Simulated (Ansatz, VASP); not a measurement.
## Al in VASP and in Ansatz

```
CELL_PARAMETERS angstrom
0.00000 1.99564 1.99564
1.99564 0.00000 1.99564
1.99564 1.99564 0.00000
ATOMIC_POSITIONS crystal
Al 0.00000 0.00000 0.00000
```

Alike in both runs: task electric field gradients; functional r2SCAN; k mesh 18 × 18 × 18; occupations gaussian, width 0.05 eV; no spin polarisation.

|  | VASP | Ansatz |
| --- | --- | --- |
| version | VASP 6.6.1 | Ansatz 0.2.0 |
| potentials or method | VASP PAW PBE potentials, release 64 (Al) | scalar-relativistic, plane waves, PAW |
| plane-wave cutoff (eV) | 520 | 500 |
| valence electrons in the cell | 3 | 3 |

```csv
,VASP,Ansatz,Ansatz less VASP
gap on the k mesh at the Fermi level (eV),none,none,-
pressure (GPa),-0.3,0.0,+0.33
Vzz of the field gradient on the site that differs most (V/Å²),0.0,0.0,0.00
```

A gap of «none» marks a metal or a gap that the smearing closes. The functional is the same, so the differences come from potentials, cutoffs and numerics.

Caveats: the PAW data sets were made with another functional, which shifts forces and pressure a little (VASP).
